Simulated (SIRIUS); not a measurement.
# Al (Fm-3m) in SIRIUS: a series of runs, part 3 of 3

SIRIUS 7.12.0.

## (10) Band structure, PBE

Input file sirius.json:

```json
{
  "control": {
    "processing_unit": "cpu",
    "std_evp_solver_name": "lapack",
    "gen_evp_solver_name": "lapack",
    "verbosity": 2,
    "print_forces": true,
    "ortho_rf": true,
    "use_second_variation": true,
    "rmt_max": 3.0,
    "num_bands_to_print": 12,
    "save_wf": true
  },
  "parameters": {
    "electronic_structure_method": "full_potential_lapwlo",
    "xc_functionals": ["XC_GGA_X_PBE", "XC_GGA_C_PBE"],
    "core_relativity": "none",
    "valence_relativity": "none",
    "num_fv_states": 12,
    "smearing": "fermi_dirac",
    "smearing_width": 0.0018374661,
    "pw_cutoff": 20,
    "gk_cutoff": 3.41,
    "lmax_apw": 10,
    "lmax_rho": 8,
    "lmax_pot": 8,
    "num_mag_dims": 0,
    "auto_rmt": 0,
    "ngridk": [11, 11, 11],
    "shiftk": [0, 0, 0],
    "num_dft_iter": 80,
    "energy_tol": 1e-07,
    "density_tol": 1e-05,
    "use_symmetry": true
  },
  "settings": {"tol_ne": 1e-10},
  "iterative_solver": {"type": "exact"},
  "mixer": {"type": "anderson", "beta": 0.5, "max_history": 8},
  "unit_cell": {
    "lattice_vectors": [[0.0, 3.8263269058, 3.8263269058], [3.8263269058, 0.0, 3.8263269058], [3.8263269058, 3.8263269058, 0.0]],
    "atom_types": ["Al"],
    "atom_files": {"Al": "Al.json"},
    "atoms": {"Al": [[0.0, 0.0, 0.0]]}
  }
}
```

Input file Al.json:

```json
{
  "name": "aluminium",
  "symbol": "Al",
  "number": 13,
  "mass": 26.9815386,
  "rmin": 1e-06,
  "rmt": 2.29,
  "nrmt": 800,
  "rinf": 20.43,
  "core": "1s",
  "valence": [
    {"basis": [{"enu": 0.05, "dme": 0, "n": 0, "auto": 0}, {"enu": 0.05, "dme": 1, "n": 0, "auto": 0}]},
    {"l": 0, "n": 1, "basis": [{"enu": 0.1073, "dme": 0, "n": 0, "auto": 0}]},
    {"l": 1, "n": 2, "basis": [{"enu": 0.15, "dme": 0, "n": 0, "auto": 0}]},
    {"l": 2, "n": 3, "basis": [{"enu": 0.15, "dme": 0, "n": 0, "auto": 0}]},
    {"l": 3, "n": 4, "basis": [{"enu": 0.15, "dme": 0, "n": 0, "auto": 0}]}
  ],
  "lo": [
    {
      "l": 0,
      "basis": [{"enu": 0.1073, "dme": 0, "n": 0, "auto": 0}, {"enu": 0.1073, "dme": 1, "n": 0, "auto": 0}]
    },
    {
      "l": 0,
      "basis": [{"enu": -3.695, "dme": 0, "n": 2, "auto": 1}, {"enu": -3.695, "dme": 1, "n": 2, "auto": 1}]
    },
    {
      "l": 0,
      "basis": [{"enu": -3.695, "dme": 1, "n": 2, "auto": 1}, {"enu": 0.1073, "dme": 0, "n": 0, "auto": 0}]
    },
    {
      "l": 0,
      "basis": [{"enu": 0.1073, "dme": 0, "n": 0, "auto": 0}, {"enu": 3.1584, "dme": 0, "n": 0, "auto": 0}]
    },
    {"l": 1, "basis": [{"enu": 0.15, "dme": 0, "n": 0, "auto": 0}, {"enu": 0.15, "dme": 1, "n": 0, "auto": 0}]},
    {
      "l": 1,
      "basis": [{"enu": -2.3097, "dme": 0, "n": 2, "auto": 1}, {"enu": -2.3097, "dme": 1, "n": 2, "auto": 1}]
    },
    {
      "l": 1,
      "basis": [{"enu": -2.3097, "dme": 1, "n": 2, "auto": 1}, {"enu": 0.15, "dme": 0, "n": 0, "auto": 0}]
    },
    {"l": 1, "basis": [{"enu": 0.15, "dme": 0, "n": 0, "auto": 0}, {"enu": 3.6587, "dme": 0, "n": 0, "auto": 0}]},
    {"l": 2, "basis": [{"enu": 0.15, "dme": 0, "n": 0, "auto": 0}, {"enu": 0.15, "dme": 1, "n": 0, "auto": 0}]},
    {"l": 2, "basis": [{"enu": 0.15, "dme": 1, "n": 0, "auto": 0}, {"enu": 0.15, "dme": 2, "n": 0, "auto": 0}]},
    {"l": 2, "basis": [{"enu": 0.15, "dme": 0, "n": 0, "auto": 0}, {"enu": 3.1248, "dme": 0, "n": 0, "auto": 0}]},
    {"l": 3, "basis": [{"enu": 0.15, "dme": 0, "n": 0, "auto": 0}, {"enu": 0.15, "dme": 1, "n": 0, "auto": 0}]}
  ],
  "free_atom": [... radial grid and density of the free atom, the start of the SCF ...]
}
```

Input file sirius_start.json:

```json
{
  "control": {
    "processing_unit": "cpu",
    "std_evp_solver_name": "lapack",
    "gen_evp_solver_name": "lapack",
    "verbosity": 1,
    "print_forces": false,
    "ortho_rf": true,
    "use_second_variation": true,
    "rmt_max": 3.0,
    "num_bands_to_print": 12,
    "save_wf": false
  },
  "parameters": {
    "electronic_structure_method": "full_potential_lapwlo",
    "xc_functionals": ["XC_LDA_X", "XC_LDA_C_PW"],
    "core_relativity": "none",
    "valence_relativity": "none",
    "num_fv_states": 12,
    "smearing": "fermi_dirac",
    "smearing_width": 0.0055123983,
    "pw_cutoff": 20,
    "gk_cutoff": 2.72,
    "lmax_apw": 10,
    "lmax_rho": 8,
    "lmax_pot": 8,
    "num_mag_dims": 0,
    "auto_rmt": 0,
    "ngridk": [4, 4, 4],
    "shiftk": [0, 0, 0],
    "num_dft_iter": 30,
    "energy_tol": 0.01,
    "density_tol": 0.05,
    "use_symmetry": true
  },
  "settings": {"tol_ne": 1e-10},
  "iterative_solver": {"type": "exact"},
  "mixer": {"type": "anderson", "beta": 0.5, "max_history": 8},
  "unit_cell": {
    "lattice_vectors": [[0.0, 3.8263269058, 3.8263269058], [3.8263269058, 0.0, 3.8263269058], [3.8263269058, 3.8263269058, 0.0]],
    "atom_types": ["Al"],
    "atom_files": {"Al": "Al.json"},
    "atoms": {"Al": [[0.0, 0.0, 0.0]]}
  }
}
```

Input file sirius_bands.json:

```json
{
  "control": {
    "processing_unit": "cpu",
    "std_evp_solver_name": "lapack",
    "gen_evp_solver_name": "lapack",
    "verbosity": 2,
    "print_forces": true,
    "ortho_rf": true,
    "use_second_variation": true,
    "rmt_max": 3.0,
    "num_bands_to_print": 12,
    "save_wf": true
  },
  "parameters": {
    "electronic_structure_method": "full_potential_lapwlo",
    "xc_functionals": ["XC_GGA_X_PBE", "XC_GGA_C_PBE"],
    "core_relativity": "none",
    "valence_relativity": "none",
    "num_fv_states": 12,
    "smearing": "fermi_dirac",
    "smearing_width": 0.0018374661,
    "pw_cutoff": 20,
    "gk_cutoff": 3.41,
    "lmax_apw": 10,
    "lmax_rho": 8,
    "lmax_pot": 8,
    "num_mag_dims": 0,
    "auto_rmt": 0,
    "ngridk": [11, 11, 11],
    "shiftk": [0, 0, 0],
    "num_dft_iter": 80,
    "energy_tol": 1e-07,
    "density_tol": 1e-05,
    "use_symmetry": true
  },
  "settings": {"tol_ne": 1e-10},
  "iterative_solver": {"type": "exact"},
  "mixer": {"type": "anderson", "beta": 0.5, "max_history": 8},
  "unit_cell": {
    "lattice_vectors": [[0.0, 3.8263269058, 3.8263269058], [3.8263269058, 0.0, 3.8263269058], [3.8263269058, 3.8263269058, 0.0]],
    "atom_types": ["Al"],
    "atom_files": {"Al": "Al.json"},
    "atoms": {"Al": [[0.0, 0.0, 0.0]]}
  },
  "kpoints_rel": {
    "G": [0.0, 0.0, 0.0],
    "K": [0.375, 0.375, 0.75],
    "L": [0.5, 0.5, 0.5],
    "U": [0.625, 0.25, 0.625],
    "W": [0.5, 0.25, 0.75],
    "X": [0.5, 0.0, 0.5]
  },
  "kpoints_path": ["G", "X", "W", "K", "G", "L", "U", "W", "L", "K"]
}
```

Potentials or basis: all-electron FP-LAPW (no relativity for the valence, core without relativity), apw+lo standard.

Run with:

```console
$ OMP_NUM_THREADS=1 sirius.scf --input=sirius_start.json --output=start.json
$ OMP_NUM_THREADS=1 sirius.scf --input=sirius.json --output=output.json --task=1
$ OMP_NUM_THREADS=1 sirius.scf --input=sirius_bands.json --output=bands_out.json --task=2
```

Run time: 14 s. Hardware: 1 thread of Arm Neoverse V2, shared host; peak memory 0.28 GiB.

The run converged. Its results:

```yaml
Free_energy: -6595.0457 eV
Band_gap_along_the_path: none (metal or under the smearing width)
All_electrons_inside_the_program's_atomic_spheres: Al 11.37 (radii Al 2.29 bohr)
```

Levels at the corners of the path, in eV from the Fermi level:
```
point  band 5  band 6  band 7  band 8  band 9  band 10  band 11
    Γ  -11.09   12.55   12.55   12.55   14.02    14.02    14.02
    X   -2.93   -1.59    5.23    5.54    5.54     9.04    25.16
    W   -0.86   -0.86    0.16    1.11   15.73    15.73    16.27
    K   -1.90   -1.37   -0.39    6.51    8.17    15.60    21.64
    Γ  -11.09   12.55   12.55   12.55   14.02    14.02    14.02
    L   -4.59   -4.36   11.33   11.33   11.40    11.40    15.06
    U   -1.90   -1.37   -0.39    6.51    8.17    15.60    21.64
    W   -0.86   -0.86    0.16    1.11   15.73    15.73    16.27
    L   -4.59   -4.36   11.33   11.33   11.40    11.40    15.06
    K   -1.90   -1.37   -0.39    6.51    8.17    15.60    21.64
```

## (11) Against experiment

Step 9. Against the measured bulk modulus of Al, 76.9 GPa (quoted in “The interpretation of polycrystalline coherent inelastic neutron scattering from aluminium”, 2013, pmc:3831299), the calculated 59 GPa is off by -23.9 %. The fit is for a static lattice scaled at fixed shape and fixed fractional positions. The cell as given is a measured one (16.60 Å³/atom); BLYP puts the equilibrium volume +4.7 % from it, thermal expansion not counted.
